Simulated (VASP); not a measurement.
# KCl (Fm-3m) in VASP: single point with LDA

Aim: the single point of KCl with LDA.

Program: VASP 6.6.1. These are calculated values, not measurements. Logs are shortened: lines on timing, memory, paths and dates and some standing lists are left out, and cuts for length are marked.

**What was measured.**

From a printed reference work, monograph, for a bulk crystal of KCl: band gap 8.68 eV.

The results are compared with them further down.

### 1 The cell of the first run

Symmetry: Fm-3m, No. 225, cubic system. Conventional cell: a = 6.293 Å, b = 6.293 Å, c = 6.293 Å, α = 90.00°, β = 90.00°, γ = 90.00°. Within 4.1 Å of K (site symmetry m-3m) lie 6 Cl at 3.15 Å. Cl (site symmetry m-3m) has 6 K at 3.15 Å within 4.1 Å.

### 2 Single point, LDA

INCAR

```
PREC     = Accurate       # precision mode
ENCUT    = 520            # plane-wave cutoff, eV
EDIFF    = 1E-6           # SCF threshold, eV
ISMEAR   = 0              # smearing method
SIGMA    = 0.01           # smearing width, eV
LREAL    = F              # projectors in reciprocal space
LASPH    = T              # aspherical terms in the spheres
NELM     = 60             # most SCF steps
ALGO     = Normal         # electronic algorithm
ISIF     = 2              # what is computed and relaxed
LWAVE    = F              # write WAVECAR
LCHARG   = T              # write CHGCAR
LELF     = T              # ELF
LVHAR    = T            
NBANDS   = 15             # bands
```

KPOINTS

```
regular mesh
0
Gamma
  6 6 6
```

POSCAR

```
KCl
1.0
    0.0000000000      3.1464700000      3.1464700000
    3.1464700000      0.0000000000      3.1464700000
    3.1464700000      3.1464700000      0.0000000000
K Cl
1 1
Direct
    0.0000000000      0.0000000000      0.0000000000
    0.5000000000      0.5000000000      0.5000000000
```

Potentials or basis: VASP PAW LDA potentials, release 64 (K_sv, Cl).

Launch:

```sh
> cat potpaw_LDA.64/K_sv/POTCAR potpaw_LDA.64/Cl/POTCAR > POTCAR
> mpirun -np 1 vasp_std > vasp.out
```

OUTCAR:

```text
PREC = Accurate
   ENCUT = 520
   EDIFF = 1E-6
   ISMEAR = 0
   LREAL = F
   LASPH = T
   NELM = 60
   ISIF = 2

 ion  position               nearest neighbor table
   1  0.000  0.000  0.000-   2 3.15   2 3.15   2 3.15   2 3.15   2 3.15   2 3.15
   2  0.500  0.500  0.500-   1 3.15   1 3.15   1 3.15   1 3.15   1 3.15   1 3.15

  LATTYP: Found a face centered cubic cell.
 ALAT       =     6.2929400000

  Lattice vectors:

 A1 = (   0.0000000000,   3.1464700000,   3.1464700000)
 A2 = (   3.1464700000,   0.0000000000,   3.1464700000)
 A3 = (   3.1464700000,   3.1464700000,   0.0000000000)

Analysis of symmetry for initial positions (statically):
=====================================================================
 Subroutine PRICEL returns:
 Original cell was already a primitive cell.

 Routine SETGRP: Setting up the symmetry group for a
 face centered cubic supercell.

 Subroutine GETGRP returns: Found 48 space group operations
 (whereof 48 operations were pure point group operations)
 out of a pool of 48 trial point group operations.

The static configuration has the point symmetry O_h .

Analysis of symmetry for dynamics (positions and initial velocities):
=====================================================================
 Subroutine PRICEL returns:
 Original cell was already a primitive cell.

 Routine SETGRP: Setting up the symmetry group for a
 face centered cubic supercell.

 Subroutine GETGRP returns: Found 48 space group operations
 (whereof 48 operations were pure point group operations)
 out of a pool of 48 trial point group operations.

The dynamic configuration has the point symmetry O_h .

 Subroutine INISYM returns: Found 48 space group operations
 (whereof 48 operations are pure point group operations),
 and found     1 'primitive' translations

----------------------------------------------------------------------------------------

                                     Primitive cell

  volume of cell :      62.3018

  direct lattice vectors                    reciprocal lattice vectors
     0.000000000  3.146470000  3.146470000    -0.158908237  0.158908237  0.158908237
     3.146470000  0.000000000  3.146470000     0.158908237 -0.158908237  0.158908237
     3.146470000  3.146470000  0.000000000     0.158908237  0.158908237 -0.158908237

  length of vectors
     4.449780548  4.449780548  4.449780548     0.275237140  0.275237140  0.275237140

  position of ions in fractional coordinates (direct lattice)
     0.000000000  0.000000000  0.000000000
     0.500000000  0.500000000  0.500000000

  ion indices of the primitive-cell ions
   primitive index   ion index
                 1           1
                 2           2

----------------------------------------------------------------------------------------

 KPOINTS: regular mesh

Automatic generation of k-mesh.
 Grid dimensions read from file:
 generate k-points for:    6    6    6

 Generating k-lattice:

  Cartesian coordinates                     Fractional coordinates (reciprocal lattice)
    -0.026484706  0.026484706  0.026484706     0.166666667  0.000000000  0.000000000
     0.026484706 -0.026484706  0.026484706     0.000000000  0.166666667  0.000000000
     0.026484706  0.026484706 -0.026484706     0.000000000  0.000000000  0.166666667

  Length of vectors
     0.045872857  0.045872857  0.045872857

  Shift w.r.t. Gamma in fractional coordinates (k-lattice)
     0.000000000  0.000000000  0.000000000

 Subroutine IBZKPT returns following result:
 ===========================================

 Found     16 irreducible k-points:

 Following reciprocal coordinates:
            Coordinates               Weight
  0.000000  0.000000  0.000000      1.000000
  0.166667  0.000000  0.000000      8.000000
  0.333333  0.000000  0.000000      8.000000
  0.500000  0.000000  0.000000      4.000000
  0.166667  0.166667  0.000000      6.000000
  0.333333  0.166667  0.000000     24.000000
[... 8 lines left out ...]
 -0.333333  0.333333  0.166667     24.000000
 -0.333333  0.500000  0.166667     12.000000
   k-points           NKPTS =     16   k-points in BZ     NKDIM =     16   number of bands    NBANDS=     15
   number of dos      NEDOS =    301   number of ions     NIONS =      2
   total plane-waves  NPLWV =  46656
   dimension x,y,z NGX =    36 NGY =   36 NGZ =   36
   dimension x,y,z NGXF=    72 NGYF=   72 NGZF=   72
   ions per type =               1   1
   NGX,Y,Z   is equivalent  to a cutoff of  13.45, 13.45, 13.45 a.u.
   NGXF,Y,Z  is equivalent  to a cutoff of  26.90, 26.90, 26.90 a.u.
 SYSTEM =  unknown system
   PREC   = accura    normal or accurate (medium, high low for compatibility)
   ISTART =      0    job   : 0-new  1-cont  2-samecut
   ICHARG =      2    charge: 1-file 2-atom 10-const
   ISPIN  =      1    spin polarized calculation?
   LNONCOLLINEAR =      F non collinear calculations
   LSORBIT =      F    spin-orbit coupling
   LASPH  =      T    aspherical Exc in radial PAW
   ENCUT  =  520.0 eV  38.22 Ry    6.18 a.u.   8.27  8.27  8.27*2*pi/ulx,y,z
   NELM   =     60;   NELMIN=  2; NELMDL= -5     # of ELM steps
   EDIFF  = 0.1E-05   stopping-criterion for ELM
   LREAL  =      F    real-space projection
   EDIFFG = 0.1E-04   stopping-criterion for IOM
   NSW    =      0    number of steps for IOM
   IBRION =     -1    ionic relax: 0-MD 1-quasi-New 2-CG
   NFREE  =      0    steps in history (QN), initial steepest desc. (CG)
   ISIF   =      2    stress and relaxation
   ISYM   =      2    0-nonsym 1-usesym 2-fastsym
   POTIM  = 0.5000    time-step for ionic-motion
   TEBEG  =    0.0;   TEEND  =   0.0 temperature during run
   PSTRESS=    0.0 pullay stress
   NELECT =      16.0000    total number of electrons
   NUPDOWN=      -1.0000    fix difference up-down
   EMIN   =  10.00;   EMAX   =-10.00  energy-range for DOS
   EFERMI =   0.00;   METHOD = LEGACY
   ISMEAR =     0;   SIGMA  =   0.01  broadening in eV -4-tet -1-fermi 0-gaus
   EFERMI_NEDOS =   21; number of points for ismear=-14 and -15
   IALGO  =     38    algorithm
   IMIX   =      4    mixing-type and parameters
     AMIX     =   0.40;   BMIX     =  1.00
     AMIX_MAG =   1.60;   BMIX_MAG =  1.00
  volume/ion in A,a.u.               =      31.15       210.22
  Fermi-wavevector in a.u.,A,eV,Ry     =   1.040594  1.966437 14.732871  1.082835
  Thomas-Fermi vector in A             =   2.175177
   LORBIT       =      0    0 simple, 1 ext, 2 COOP (PROOUT), +10 PAW based schemes
   GGA     = CA    functional components
   LHFCALC =     F    Hartree Fock is set to
   AEXX    =    0.0000 exact exchange contribution
   IVDW    =     0    specifies the selected vdW correction
   LEPSILON=     F    determine dielectric tensor
   LRPA    =     F    only Hartree local field effects (RPA)
 non-spin polarized calculation
 Gauss-broadening in eV      SIGMA  =   0.01
  energy-cutoff  :      520.00
  volume of cell :       62.30
 maximum number of plane-waves:      1694
 NGX is ok and might be reduce to    36
   NGX = 17   NGY = 17   NGZ = 17

 number of electron      15.9999999 magnetization

 Free energy of the ion-electron system (eV)
  ---------------------------------------------------
  ext. energy  EPLUGINS =         0.00000000
  ---------------------------------------------------
  free energy    TOTEN  =        -7.36976516 eV

  energy without entropy =       -7.36976516  energy(sigma->0) =       -7.36976516

 E-fermi :  -2.0193     XC(G=0):  -8.1105

 val. band max:       -2.0829734492   @ k =   0.0000   0.0000   0.0000
 cond. band min:       2.6642050629   @ k =   0.0000   0.0000   0.0000
 fundamental gap:      4.7471785121
 Fermi energy:        -2.0193060312

 k-point     1 :       0.0000    0.0000    0.0000
  band No.  band energies     occupation
      1     -28.9149      2.00000
      2     -14.1090      2.00000
      3     -12.6128      2.00000
      4     -12.6128      2.00000
      5     -12.6128      2.00000
      6      -2.0830      2.00000
      7      -2.0830      2.00000
      8      -2.0830      2.00000
      9       2.6642      0.00000
     10       6.0019      0.00000
     11       6.0019      0.00000
     12       6.0019      0.00000
     13       6.9351      0.00000
     14       6.9351      0.00000
     15      10.3890      0.00000

 k-point     2 :       0.1667    0.0000    0.0000
  band No.  band energies     occupation
      1     -28.9119      2.00000
      2     -14.1626      2.00000
      3     -12.6154      2.00000
      4     -12.6154      2.00000
      5     -12.5456      2.00000
      6      -2.4270      2.00000
      7      -2.1745      2.00000
      8      -2.1745      2.00000
      9       3.3207      0.00000
     10       5.8038      0.00000
     11       6.3513      0.00000
     12       6.3513      0.00000
     13       7.3116      0.00000
     14       7.3116      0.00000
     15      11.3841      0.00000

 k-point     3 :       0.3333    0.0000    0.0000
  band No.  band energies     occupation
      1     -28.9059      2.00000
      2     -14.2585      2.00000
      3     -12.6207      2.00000
      4     -12.6207      2.00000
      5     -12.4216      2.00000
      6      -2.9797      2.00000
      7      -2.3471      2.00000
      8      -2.3471      2.00000
      9       4.5627      0.00000
     10       5.8436      0.00000
     11       7.2995      0.00000
     12       7.2995      0.00000
     13       8.2564      0.00000
     14       8.2564      0.00000
     15      10.4937      0.00000

 k-point     4 :       0.5000    0.0000    0.0000
  band No.  band energies     occupation
      1     -28.9030      2.00000
      2     -14.3022      2.00000
      3     -12.6233      2.00000
      4     -12.6233      2.00000
      5     -12.3636      2.00000
      6      -3.2150      2.00000
      7      -2.4287      2.00000
      8      -2.4287      2.00000
      9       5.1031      0.00000
     10       6.1698      0.00000
     11       8.1928      0.00000
     12       8.1928      0.00000
     13       9.0313      0.00000
     14       9.0313      0.00000
     15       9.7823      0.00000
[... 163 lines left out ...]
 k-point    14 :       0.5000    0.3333    0.1667
  band No.  band energies     occupation
      1     -28.9022      2.00000
      2     -14.1727      2.00000
      3     -12.6801      2.00000
      4     -12.6516      2.00000
      5     -12.5016      2.00000
      6      -2.8916      2.00000
      7      -2.4178      2.00000
      8      -2.4047      2.00000
      9       5.0877      0.00000
     10       5.3584      0.00000
     11       7.5476      0.00000
     12       8.2224      0.00000
     13       8.3152      0.00000
     14       8.6059      0.00000
     15       9.5183      0.00000

 k-point    15 :      -0.3333    0.3333    0.1667
  band No.  band energies     occupation
      1     -28.9003      2.00000
      2     -14.1589      2.00000
      3     -12.6974      2.00000
      4     -12.6774      2.00000
      5     -12.4946      2.00000
      6      -2.8464      2.00000
      7      -2.5501      2.00000
      8      -2.4593      2.00000
      9       5.5073      0.00000
     10       5.7626      0.00000
     11       7.3349      0.00000
     12       7.6464      0.00000
     13       8.8892      0.00000
     14       9.4900      0.00000
     15       9.5818      0.00000

 k-point    16 :      -0.3333    0.5000    0.1667
  band No.  band energies     occupation
      1     -28.8994      2.00000
      2     -14.0795      2.00000
      3     -12.7455      2.00000
      4     -12.6977      2.00000
      5     -12.5570      2.00000
      6      -2.6918      2.00000
      7      -2.5338      2.00000
      8      -2.4647      2.00000
      9       4.8200      0.00000
     10       6.4862      0.00000
     11       6.6420      0.00000
     12       7.8208      0.00000
     13       8.6657      0.00000
     14       9.4520      0.00000
     15       9.9475      0.00000

------------------------ aborting loop because EDIFF is reached ----------------------------------------

  FORCE on cell =-STRESS in cart. coord.  units (eV):
  Direction    XX          YY          ZZ          XY          YZ          ZX
  --------------------------------------------------------------------------------------
  -------------------------------------------------------------------------------------
  Total       -0.7482174     -0.7482174     -0.7482174      0.0000000      0.0000000      0.0000000
  in kB      -19.2414424    -19.2414424    -19.2414424      0.0000000      0.0000000      0.0000000
  external PRESSURE =     -19.2414424 kB  Pullay stress =       0.0000000 kB

 VOLUME and BASIS-vectors are now :
 -----------------------------------------------------------------------------
  energy-cutoff  :      520.00
  volume of cell :       62.30
      direct lattice vectors                 reciprocal lattice vectors
     0.000000000  3.146470000  3.146470000    -0.158908237  0.158908237  0.158908237
     3.146470000  0.000000000  3.146470000     0.158908237 -0.158908237  0.158908237
     3.146470000  3.146470000  0.000000000     0.158908237  0.158908237 -0.158908237

 POSITION                                       TOTAL-FORCE (eV/Angst)
 -----------------------------------------------------------------------------------
      0.00000      0.00000      0.00000         0.000000      0.000000      0.000000
      3.14647      3.14647      3.14647        -0.000000     -0.000000     -0.000000
 -----------------------------------------------------------------------------------
    total drift:                                0.000000      0.000000      0.000000

  FREE ENERGIE OF THE ION-ELECTRON SYSTEM (eV)
  ---------------------------------------------------
  free  energy   TOTEN  =        -7.3697651567 eV

  energy  without entropy=       -7.3697651567  energy(sigma->0) =       -7.36976516
```

Wall time 9.1 s (1 thread of AMD EPYC 9R45 (Zen 5), shared host); peak memory 0.14 GiB.

Results:

- Free energy: -7.3698 eV
- Pressure: -1.9 GPa
- Band gap on the k mesh: 4.75 eV, direct

### 3 Comparison with measurements

Step 2. Against the measured gap of KCl, 8.68 eV (a printed reference work, monograph), the calculated 4.75 eV is off by -3.93 eV. The value is that of LDA, without temperature or zero-point motion. Semilocal functionals fall short of measured gaps as a rule.
